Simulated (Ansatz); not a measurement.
# Dielectric response of KBr (110) films, part 2 of 5

How well do thin rocksalt KBr (110) films screen a perpendicular field?

Ansatz 0.2.0; plane-wave DFT, PBEsol, Ansatz PAW (the session's first sound run).

So far. Step 2 (Relaxation, 10 atoms, units 5): The gap is 3.86 eV, with the valence edge 5.59 eV and the conduction edge 1.73 eV under the upper vacuum level. Step 3 (Single point on the relaxed film, 10 atoms, units 5): The gap is 3.86 eV, with the valence edge 5.59 eV and the conduction edge 1.73 eV under the upper vacuum level.

### 4. Atoms held, 10 atoms, units 5, field 0.1 V/Å

A sawtooth potential applies the field, turning back in the middle of the vacuum. With the dipole correction the typed value is the field outside the slab. The induced dipole is small, so the SCF threshold is tight.

The input, input.yaml:

```yaml
crystal:
  lattice:
    - [4.66690476, 0.0, 0.0]
    - [0.0, 6.6, 0.0]
    - [0.0, 0.0, 27.3338095117]
  atoms:
    - { symbol: K, position: [0.5, 0.5, 0.3365641113] }
    - { symbol: Br, position: [0.5, 0.0, 0.3328392487] }
    - { symbol: K, position: [0.0, 0.0, 0.4137159702] }
    - { symbol: Br, position: [0.0, 0.5, 0.4154258125] }
    - { symbol: K, position: [0.5, 0.5, 0.5000000026] }
    - { symbol: Br, position: [0.5, 0.0, 0.4999999984] }
    - { symbol: K, position: [0.0, 0.0, 0.5862840321] }
    - { symbol: Br, position: [0.0, 0.5, 0.5845741852] }
    - { symbol: K, position: [0.5, 0.5, 0.6634358913] }
    - { symbol: Br, position: [0.5, 0.0, 0.6671607476] }
kpoints:
  mp_grid: { grid: [6, 4, 1] }
hamiltonian:
  xc: pbesol
scf:
  occupations: { method: fixed }
  convergence: { dr2_threshold: 1.0e-10 }
efield:
  axis: 3
  dipole_correction: true
  ramp_position: 0.97
  ramp_width: 0.06
  amplitude: 0.1
output:
  write_potential: true
  write_density: true
  volumetric_format: npy
```

Run with:

```bash
> ansatz run input.yaml --threads 4 --pin off --max-ram 12288MiB --backend cpu --events-out ev --progress --plain --runs-dir out
```

Numbers of over 12 decimals in the logs are rounded to 6 here.

The log of the run:

```text
[...]
Crystal: 10 atoms, lattice volume = 841.924 Å³
Basis set: ecut = 420 eV, 16431 PW (Γ)
Bands: 50, of which v1, the nominal top of the filled ones, is band 40 counted from 1 (39 counted from 0)
Symmetry: 4 space group operations
k-points: 12 of 24
[...]
SCF iter   1: F=—  HF=-21280.635849 eV  |F-HF|=—  |Δ(HF+E_count)|=         —  Δρ=1.30e-2  dr2=4.74e0  ethr=3.10e-3  p=0.198 e·Å  D=4.26e-2 V/Å  ΔV_dip=-1.16 eV  dr2_dipole=3.33e-3  V_vac-E_F(+/−)=9.37/8.03 eV  ⟨swp⟩=5.6  Hψ=2379  notcnv=0  defer=94
[...]
SCF iter  11: F=-21279.011674 eV  HF=-21279.011674 eV  |F-HF|=4.00e-11  |Δ(HF+E_count)|=   1.03e-9  Δρ=5.47e-8  dr2=1.84e-11  ethr=1.00e-12  p=0.127 e·Å  D=2.73e-2 V/Å  ΔV_dip=-0.75 eV  dr2_dipole=1.33e-13  V_vac-E_F(+/−)=6.27/4.52 eV  ⟨swp⟩=21.0  Hψ=3677  notcnv=0
SCF 1 converged in 11 iterations: F = -21279.011674 eV  dr2 = 1.84e-11
[...]
SCF converged after 11 iterations
[...]
Free energy (F): -21279.011674 eV
[...]
Internal energy: -21279.011674 eV  (E = F + TS)
E sigma→0 (E₀):  -21279.011674 eV
Fermi energy:    -2.422164 eV
Dipole field:    D = 0.027348 V/Å  (p = 0.127246 e·Å, saw-weighted, corrected)
Work function:   not extracted (applied field tilts the vacuum); planar V_es + V_field profile in the machine report
[...]
--- Band table (eV; the first three rows and the last of 12) ---
  k-point 0: bands = [... 36 lower, -2.7911, -2.7657, -2.6784, -2.4222, 1.1946, 1.7030, 2.3865, 2.7523, ... 6 higher]
  k-point 1: bands = [... 36 lower, -2.9351, -2.7794, -2.6737, -2.4347, 1.5647, 2.0343, 2.6101, 2.9002, ... 6 higher]
  k-point 2: bands = [... 36 lower, -3.0112, -2.7929, -2.6744, -2.4469, 2.0623, 2.5607, 2.7848, 3.0403, ... 6 higher]
  k-point 11: bands = [... 36 lower, -3.0110, -3.0023, -2.9012, -2.6630, 2.9835, 3.3997, 3.6110, 3.7377, ... 6 higher]
```

Wall time 17 s (4 threads of Arm Neoverse V1, shared host); peak memory 1.4 GiB; 67 s of CPU time.

Numbers from this step:

```yaml
gap_on_the_k_mesh: 3.617 eV
dipole_along_the_normal: 0.1272 e·Å
```

The dipole is 0.127 e·Å, and the gap on the mesh 3.617 eV.

### 5. Atoms held, 10 atoms, units 5, field -0.1 V/Å

input.yaml: that of step 4 with these lines changed.

```diff
@@ -28,3 +28,3 @@
   ramp_width: 0.06
-  amplitude: 0.1
+  amplitude: -0.1
 output:
```

The log of the run:

```text
[...]
Crystal: 10 atoms, lattice volume = 841.924 Å³
Basis set: ecut = 420 eV, 16431 PW (Γ)
Bands: 50, of which v1, the nominal top of the filled ones, is band 40 counted from 1 (39 counted from 0)
Symmetry: 4 space group operations
k-points: 12 of 24
[...]
k-point 0: bands = [... 36 lower, -2.7911, -2.7657, -2.6784, -2.4222, 1.1946, 1.7030, 2.3865, 2.7523, ... 6 higher]
  k-point 1: bands = [... 36 lower, -2.9351, -2.7794, -2.6737, -2.4347, 1.5647, 2.0343, 2.6101, 2.9002, ... 6 higher]
  k-point 2: bands = [... 36 lower, -3.0112, -2.7929, -2.6744, -2.4469, 2.0623, 2.5607, 2.7848, 3.0403, ... 6 higher]
  k-point 11: bands = [... 36 lower, -3.0110, -3.0023, -2.9012, -2.6630, 2.9835, 3.3997, 3.6110, 3.7377, ... 6 higher]
[key lines of the parts left out:]
SCF converged after 11 iterations
Free energy (F): -21279.011674 eV
Fermi energy:    -2.422163 eV
Dipole field:    D = -0.027348 V/Å  (p = -0.127245 e·Å, saw-weighted, corrected)
```

Elapsed: 18 s, on 4 threads; peak memory 1.4 GiB; 68 s of CPU time.

The dipole is -0.127 e·Å, and the gap on the mesh 3.617 eV.

### 6. Response with the atoms held, 10 atoms, units 5

This step: plane-wave DFT, PBEsol, Ansatz PAW; response to a field along the normal, atoms held (Ansatz 0.2.0).

The two fields give this film's response with the atoms held: the electronic part.

Numbers from this step:

| Item | Value |
| --- | --- |
| equivalent conductor thickness p/(ε₀AE) | 7.475 Å |
| distance between the outer atoms | 9.138 Å |
| thickness | 11.67 Å |
| inner field over outer field | 0.3882 |
| local ε in the middle | 2.576 |

Local field over the applied field, running mean. From the potentials at -0.1 and 0.1 V/Å; running mean over 2.333 Å, taken twice. Table of local field over applied field by z:

```csv
z (Å),local field over applied field
4.5,0.998
5.0,0.994
5.5,0.983
6.0,0.960
6.5,0.915
7.0,0.842
7.5,0.744
8.0,0.632
8.5,0.524
9.0,0.438
9.5,0.383
10.0,0.359
10.5,0.358
11.0,0.367
11.5,0.378
12.0,0.386
12.5,0.389
13.0,0.388
13.5,0.387
14.0,0.388
14.5,0.389
15.0,0.389
15.5,0.384
16.0,0.375
16.5,0.364
17.0,0.356
17.5,0.363
18.0,0.397
18.5,0.463
19.0,0.558
19.5,0.670
20.0,0.779
20.5,0.869
21.0,0.933
21.5,0.970
22.0,0.988
22.5,0.995
23.0,0.998
```

Electrons, planar mean, per unit field. The induced electron density by z:

| z (Å) | induced electron density (e/Å³ per V/Å) |
| --- | --- |
| 4.5 | 4.9e-6 |
| 5.0 | 1.4e-5 |
| 5.5 | 4.2e-5 |
| 6.0 | 1.1e-4 |
| 6.5 | 3.0e-4 |
| 7.0 | 7.3e-4 |
| 7.5 | 0.00156 |
| 8.0 | 0.00246 |
| 8.5 | 0.00200 |
| 9.0 | 6.5e-4 |
| 9.5 | -3.1e-4 |
| 10.0 | -8.4e-4 |
| 10.5 | 3.0e-4 |
| 11.0 | 2.6e-4 |
| 11.5 | -3.6e-4 |
| 12.0 | -8.3e-4 |
| 12.5 | 1.2e-4 |
| 13.0 | 9.5e-4 |
| 13.5 | 2.4e-4 |
| 14.0 | -5.2e-4 |
| 14.5 | -9.0e-4 |
| 15.0 | 3.5e-4 |
| 15.5 | 7.7e-4 |
| 16.0 | 1.4e-4 |
| 16.5 | -4.4e-4 |
| 17.0 | 7.4e-5 |
| 17.5 | 9.2e-4 |
| 18.0 | -5.4e-5 |
| 18.5 | -0.00103 |
| 19.0 | -0.00238 |
| 19.5 | -0.00222 |
| 20.0 | -0.00124 |
| 20.5 | -5.4e-4 |
| 21.0 | -2.2e-4 |
| 21.5 | -8.2e-5 |
| 22.0 | -2.9e-5 |
| 22.5 | -1.0e-5 |
| 23.0 | -3.4e-6 |

By hand: between -0.1 and 0.1 V/Å the dipole changes by 0.2545 e·Å, a slope of 1.272 e·Å²/V. A perfect conductor of thickness t has p = ε₀AEt, so t = 180.95 × 1.272 / 30.802 = 7.48 Å (e/ε₀ = 180.95 V·Å, A in Å²).

The induced dipole is that of a conductor 7.48 Å thick.

### 7. Relaxing in the field, 10 atoms, field 0.05 V/Å

This step: plane-wave DFT, PBEsol, Ansatz PAW (Ansatz 0.2.0).

Now the atoms may follow the field. A weak field makes forces of meV/Å to tens of meV/Å, so the force tolerance is set well below the usual one.

input.yaml: that of step 5 with these lines changed.

```diff
@@ -28,3 +28,6 @@
   ramp_width: 0.06
-  amplitude: -0.1
+  amplitude: 0.05
+relax:
+  f_tol: 0.0006
+  max_steps: 70
 output:
```

The log of the run:

```text
[...]
Crystal: 10 atoms, lattice volume = 841.924 Å³
Basis set: ecut = 420 eV, 16431 PW (Γ), exchange–correlation on 64×90×384 points (8 copies of the dense FFT grid, shifted against one another)
Bands: 50, of which v1, the nominal top of the filled ones, is band 40 counted from 1 (39 counted from 0)
Symmetry: 4 space group operations
k-points: 12 of 24
[...]
SCF iter   1: F=—  HF=-21280.628867 eV  |F-HF|=—  |Δ(HF+E_count)|=         —  Δρ=1.30e-2  dr2=4.73e0  ethr=3.10e-3  p=0.099 e·Å  D=2.13e-2 V/Å  ΔV_dip=-0.58 eV  dr2_dipole=8.34e-4  V_vac-E_F(+/−)=9.05/8.39 eV  ⟨swp⟩=5.6  Hψ=2379  notcnv=0  defer=92
[...]
SCF iter  11: F=-21279.006720 eV  HF=-21279.006720 eV  |F-HF|=1.82e-11  |Δ(HF+E_count)|=   1.16e-9  Δρ=5.29e-8  dr2=1.70e-11  ethr=1.00e-12  p=0.064 e·Å  D=1.37e-2 V/Å  ΔV_dip=-0.37 eV  dr2_dipole=1.87e-13  V_vac-E_F(+/−)=5.93/5.06 eV  ⟨swp⟩=7.2  Hψ=3168  notcnv=0
SCF 1 converged in 11 iterations: F = -21279.006720 eV  dr2 = 1.70e-11
[...]
relax step   1: F+E_penalty+E_count = -21279.00672035 eV  Δ(F+E_penalty+E_count) = +0.000e0 eV  max|allowed force component| = 2.541e-2 eV/Å  Δτ_max = 0.0000 Å  (11 SCF iters, accepted)
[...]
SCF iter   8: F=-21279.007403 eV  HF=-21279.007403 eV  |F-HF|=3.64e-11  |Δ(HF+E_count)|=  3.60e-10  Δρ=2.27e-8  dr2=4.20e-12  ethr=1.00e-12  p=0.086 e·Å  D=1.85e-2 V/Å  ΔV_dip=-0.50 eV  dr2_dipole=8.78e-14  V_vac-E_F(+/−)=5.91/5.16 eV  ⟨swp⟩=6.8  Hψ=2809  notcnv=0
SCF 2 converged in 8 iterations: F = -21279.007403 eV  dr2 = 4.20e-12
relax step   2: F+E_penalty+E_count = -21279.00740329 eV  Δ(F+E_penalty+E_count) = -6.829e-4 eV  max|allowed force component| = 6.193e-3 eV/Å  Δτ_max = 0.0113 Å  (8 SCF iters, accepted)
SCF iter   1: F=—  HF=-21279.007243 eV  |F-HF|=—  |Δ(HF+E_count)|=         —  Δρ=2.86e-5  dr2=3.90e-5  ethr=3.51e-7  p=0.086 e·Å  D=1.85e-2 V/Å  ΔV_dip=-0.50 eV  dr2_dipole=2.53e-5  V_vac-E_F(+/−)=5.91/5.16 eV  ⟨swp⟩=3.9  Hψ=1151  notcnv=0  defer=96
[...]
SCF iter   6: F=-21279.007441 eV  HF=-21279.007441 eV  |F-HF|=6.00e-10  |Δ(HF+E_count)|=   1.34e-9  Δρ=9.08e-8  dr2=5.44e-11  ethr=1.00e-12  p=0.092 e·Å  D=1.98e-2 V/Å  ΔV_dip=-0.54 eV  dr2_dipole=3.32e-12  V_vac-E_F(+/−)=5.90/5.19 eV  ⟨swp⟩=5.0  Hψ=3466  notcnv=0
SCF 3 converged in 6 iterations: F = -21279.007441 eV  dr2 = 5.44e-11
relax step   3: F+E_penalty+E_count = -21279.00744108 eV  Δ(F+E_penalty+E_count) = -3.779e-5 eV  max|allowed force component| = 6.284e-4 eV/Å  Δτ_max = 0.0031 Å  (6 SCF iters, accepted)
SCF iter   1: F=—  HF=-21279.007441 eV  |F-HF|=—  |Δ(HF+E_count)|=         —  Δρ=1.28e-6  dr2=3.68e-8  ethr=1.34e-9  p=0.092 e·Å  D=1.98e-2 V/Å  ΔV_dip=-0.54 eV  dr2_dipole=1.04e-9  V_vac-E_F(+/−)=5.90/5.19 eV  ⟨swp⟩=2.6  Hψ=1187  notcnv=0  defer=79
[...]
SCF iter   4: F=-21279.007441 eV  HF=-21279.007441 eV  |F-HF|=3.64e-11  |Δ(HF+E_count)|=  7.97e-10  Δρ=5.36e-8  dr2=2.35e-11  ethr=1.00e-12  p=0.092 e·Å  D=1.98e-2 V/Å  ΔV_dip=-0.54 eV  dr2_dipole=3.89e-13  V_vac-E_F(+/−)=5.90/5.19 eV  ⟨swp⟩=7.0  Hψ=3068  notcnv=0
SCF 4 converged in 4 iterations: F = -21279.007441 eV  dr2 = 2.35e-11
relax step   4: F+E_penalty+E_count = -21279.00744132 eV  Δ(F+E_penalty+E_count) = -2.346e-7 eV  max|allowed force component| = 2.159e-4 eV/Å  Δτ_max = 0.0002 Å  (4 SCF iters, accepted)
NSCF: frozen V_eff on 12 k-points
[...]
SCF converged after 4 iterations
[...]
Free energy (F): -21279.007441 eV
[...]
Internal energy: -21279.007441 eV  (E = F + TS)
E sigma→0 (E₀):  -21279.007441 eV
Fermi energy:    -2.557846 eV
Dipole field:    D = 0.019835 V/Å  (p = 0.092289 e·Å, saw-weighted, corrected)
Work function:   not extracted (applied field tilts the vacuum); planar V_es + V_field profile in the machine report
[...]
--- Forces (eV/Å), atoms counted from 1 ---
  atom   1  K      0.00000000     0.00000000    -0.00009871
  atom   2  Br     0.00000000     0.00000000    -0.00005622
  atom   3  K      0.00000000     0.00000000     0.00012808
  atom   4  Br     0.00000000     0.00000000     0.00013038
  atom   5  K      0.00000000     0.00000000    -0.00014520
  atom   6  Br     0.00000000     0.00000000    -0.00011619
  atom   7  K      0.00000000     0.00000000     0.00021618
  atom   8  Br     0.00000000     0.00000000     0.00020865
  atom   9  K      0.00000000     0.00000000    -0.00014803
  atom  10  Br     0.00000000     0.00000000    -0.00011588
  max |Σ_I F_I| component: 3.06e-6 eV/Å
--- Band table (eV; the first three rows and the last of 12) ---
  k-point 0: bands = [... 36 lower, -2.9117, -2.7625, -2.6309, -2.5578, 1.2720, 1.6681, 2.4611, 2.9052, ... 6 higher]
  k-point 1: bands = [... 36 lower, -2.9244, -2.7699, -2.6435, -2.5711, 1.6791, 1.9660, 2.6584, 3.0467, ... 6 higher]
  k-point 2: bands = [... 36 lower, -2.9183, -2.7774, -2.6559, -2.5841, 2.2367, 2.4193, 2.9528, 3.0771, ... 6 higher]
  k-point 11: bands = [... 36 lower, -3.1069, -3.0304, -2.8804, -2.7953, 3.1309, 3.2727, 3.6320, 3.8999, ... 6 higher]
--- Relaxed structure (4 steps of the walk, 4 accepted, 0 SCFs on fresh bases) ---
  F+E_penalty+E_count = -21279.00744132 eV   max|allowed force component| = 2.159e-4 eV/Å
  atoms:
    - { symbol: K, position: [0.5, 0.5, 0.337068] }
    - { symbol: Br, position: [0.5, 0.0, 0.332363] }
    - { symbol: K, position: [0.0, 0.0, 0.413606] }
    - { symbol: Br, position: [0.0, 0.5, 0.415547] }
    - { symbol: K, position: [0.5, 0.5, 0.500431] }
    - { symbol: Br, position: [0.5, 0.0, 0.499564] }
    - { symbol: K, position: [0.0, 0.0, 0.586151] }
    - { symbol: Br, position: [0.0, 0.5, 0.584749] }
    - { symbol: K, position: [0.5, 0.5, 0.663876] }
    - { symbol: Br, position: [0.5, 0.0, 0.666645] }
```

It took 40 s on 4 threads; peak memory 1.3 GiB; 2.6 min of CPU time.

Relaxation path:

```csv
step,energy less that of the first step (eV),largest force component (eV/Å)
1,0.0000,0.0254
2,-0.0007,0.0062
3,-0.0007,0.0006
4,-0.0007,0.0002
```

The run keeps the 4 symmetry operations that it works with, so distortions that break them were not tested.

The atoms that moved most (Å):

| atom | dx | dy | dz | length |
| --- | --- | --- | --- | --- |
| Br10 | 0.000 | 0.000 | -0.014 | 0.014 |
| K1 | 0.000 | 0.000 | 0.014 | 0.014 |
| Br2 | 0.000 | 0.000 | -0.013 | 0.013 |
| K9 | 0.000 | 0.000 | 0.012 | 0.012 |
| Br6 | 0.000 | 0.000 | -0.012 | 0.012 |
| K5 | 0.000 | 0.000 | 0.012 | 0.012 |

Final coordinates:

```cif
data_structure
_symmetry_space_group_name_H-M 'P 1'
_symmetry_Int_Tables_number 1
_cell_length_a 4.6669
_cell_length_b 6.6000
_cell_length_c 27.3338
_cell_angle_alpha 90.000
_cell_angle_beta 90.000
_cell_angle_gamma 90.000
_cell_volume 841.92
loop_
_atom_site_label
_atom_site_type_symbol
_atom_site_fract_x
_atom_site_fract_y
_atom_site_fract_z
_atom_site_occupancy
K1 K 0.50000 0.50000 0.33707 1
Br2 Br 0.50000 0.00000 0.33236 1
K3 K 0.00000 0.00000 0.41361 1
Br4 Br 0.00000 0.50000 0.41555 1
K5 K 0.50000 0.50000 0.50043 1
Br6 Br 0.50000 0.00000 0.49956 1
K7 K 0.00000 0.00000 0.58615 1
Br8 Br 0.00000 0.50000 0.58475 1
K9 K 0.50000 0.50000 0.66388 1
Br10 Br 0.50000 0.00000 0.66664 1
```

Numbers from this step:

```yaml
gap_on_the_k_mesh: 3.830 eV
dipole_along_the_normal: 0.09229 e·Å
```

The relaxation took 4 steps and lowered the energy by 7.2e-4 eV; the largest force on the free atoms ends at 2.2e-4 eV/Å.

The dipole is 0.0923 e·Å, and the gap on the mesh 3.830 eV.

### 8. Relaxing in the field, 10 atoms, field -0.05 V/Å

The opposite sign, again from the field-free geometry; the difference of the two cancels what relaxes without a field.

input.yaml: that of step 7 with these lines changed.

```diff
@@ -28,3 +28,3 @@
   ramp_width: 0.06
-  amplitude: 0.05
+  amplitude: -0.05
 relax:
```

The log of the run:

```text
[...]
Crystal: 10 atoms, lattice volume = 841.924 Å³
Basis set: ecut = 420 eV, 16431 PW (Γ), exchange–correlation on 64×90×384 points (8 copies of the dense FFT grid, shifted against one another)
Bands: 50, of which v1, the nominal top of the filled ones, is band 40 counted from 1 (39 counted from 0)
Symmetry: 4 space group operations
k-points: 12 of 24
[...]
- { symbol: Br, position: [0.5, 0.0, 0.333355] }
    - { symbol: K, position: [0.0, 0.0, 0.413849] }
    - { symbol: Br, position: [0.0, 0.5, 0.415251] }
    - { symbol: K, position: [0.5, 0.5, 0.499569] }
    - { symbol: Br, position: [0.5, 0.0, 0.500436] }
    - { symbol: K, position: [0.0, 0.0, 0.586394] }
    - { symbol: Br, position: [0.0, 0.5, 0.584453] }
    - { symbol: K, position: [0.5, 0.5, 0.662932] }
    - { symbol: Br, position: [0.5, 0.0, 0.667637] }
[key lines of the parts left out:]
SCF converged after 4 iterations
Free energy (F): -21279.007441 eV
Fermi energy:    -2.557845 eV
Dipole field:    D = -0.019835 V/Å  (p = -0.092289 e·Å, saw-weighted, corrected)
```

The job ended after 42 s (4 threads; peak memory 1.3 GiB; 2.7 min of CPU time).

Step by step:

```csv
step,energy less that of the first step (eV),largest force component (eV/Å)
1,0.0000,0.0254
2,-0.0007,0.0062
3,-0.0007,0.0006
4,-0.0007,0.0002
```

Forces are held to the 4 operations that the run works with; a distortion that breaks them can't arise in this run.

The atoms that moved most (Å):

```
atom     dx     dy      dz  length
 Br2  0.000  0.000   0.014   0.014
  K9  0.000  0.000  -0.014   0.014
Br10  0.000  0.000   0.013   0.013
  K1  0.000  0.000  -0.012   0.012
 Br6  0.000  0.000   0.012   0.012
  K5  0.000  0.000  -0.012   0.012
```

The relaxation took 4 steps and lowered the energy by 7.2e-4 eV; the largest force on the free atoms ends at 2.2e-4 eV/Å.

The dipole is -0.0923 e·Å, and the gap on the mesh 3.830 eV.

### 9. Response with the atoms relaxed, 10 atoms, units 5

This step: plane-wave DFT, PBEsol, Ansatz PAW; response to a field along the normal, atoms relaxed (Ansatz 0.2.0).

The two relaxed runs give the static response.

Numbers from this step:

| Quantity | Value |
| --- | --- |
| equivalent conductor thickness p/(ε₀AE) | 10.84 Å |
| distance between the outer atoms | 9.137 Å |
| inner field over outer field | 0.2259 |
| local ε in the middle | 4.427 |

The local field over applied field oscillates, so the rows of the table below give means over windows of 1.57 Å about each position, cut where the curve ends. Its maxima inside the range that stand out by 2 % of the span (Å: value): 8.8: 0.303, 10.5: 0.165, 12.2: 0.247, 13.7: 0.293, 15.1: 0.247, 16.8: 0.165, 18.5: 0.303. Its minima: 8.3: 0.270, 9.8: 0.0760, 11.2: 0.0634, 12.8: 0.176, 14.5: 0.176, 16.1: 0.0634, 17.5: 0.0760, 19.1: 0.270.

Local field over the applied field, running mean. From the potentials at -0.05 and 0.05 V/Å; running mean over 2.333 Å, taken twice. The local field over applied field by z; means over each step:

z (Å), local field over applied field and a bar from the least value:
```
     4.91      0.986 ##############################
     6.48      0.742 ######################
     8.05      0.364 #########
     9.62      0.168 ##
    11.19      0.117 
    12.76      0.224 ####
    14.33      0.233 ####
    15.90      0.128 
    17.47      0.148 #
    19.04      0.329 #######
    20.61      0.682 ####################
    22.18      0.974 ##############################
```

The induced dipole is that of a conductor 10.84 Å thick.

(Continued in part 3 of 5.)

[Logs are printed without paths, hosts, clocks, repeated set-up lines and the standing remarks that a program may print on its own settings, such as how far it seeks lower states.]

[Hosts, paths, dates, database ids (printed as entryN), source tags and the programs' standing remarks are cut or masked in the printed files.]

[Maps of the electrostatic potential energy from Ansatz leave out the sawtooth potential of an applied field or a dipole correction, so their vacuum need not be flat; planar profiles and work functions include it.]
